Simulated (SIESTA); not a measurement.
The system is MgSe.

```
Se Mg
1.0
     0.00000    2.72550    2.72550
     2.72550    0.00000    2.72550
     2.72550    2.72550    0.00000
Se Mg
1 1
Direct
  0.50000 0.50000 0.50000
  0.00000 0.00000 0.00000
```

Base run:

```yaml
Program: SIESTA 5.4.2
Functional: BLYP
Potentials_or_basis: PseudoDojo 0.4 standard (PBE files)
Basis: DZP (energy shift 0.003 Ry; two zetas on semicore shells)
Grid_cutoff: 800 Ry
Energy_shift: 0.003 Ry
k_mesh: 8 × 8 × 8
Occupations: fermi-dirac, width 0.05 eV
Spin: no spin polarisation
```

Its results: band gap on the k mesh 2.03 eV, indirect (least direct gap 2.84 eV); pressure 6.4 GPa.

Task: The run is repeated on the same cell with these changes: functional from BLYP to PW91. What comes out?

Result: Band gap on the k mesh 1.96 eV, indirect (least direct gap 2.69 eV); pressure 3.9 GPa.

PW91 binds more tightly than BLYP, so the same cell stands under less pressure.

Caveats: the potentials were made for another functional, which shifts forces and pressure; the basis of atomic orbitals isn't converged, which shifts pressures, moduli and gaps.

Not every run made on this cell is shown here.
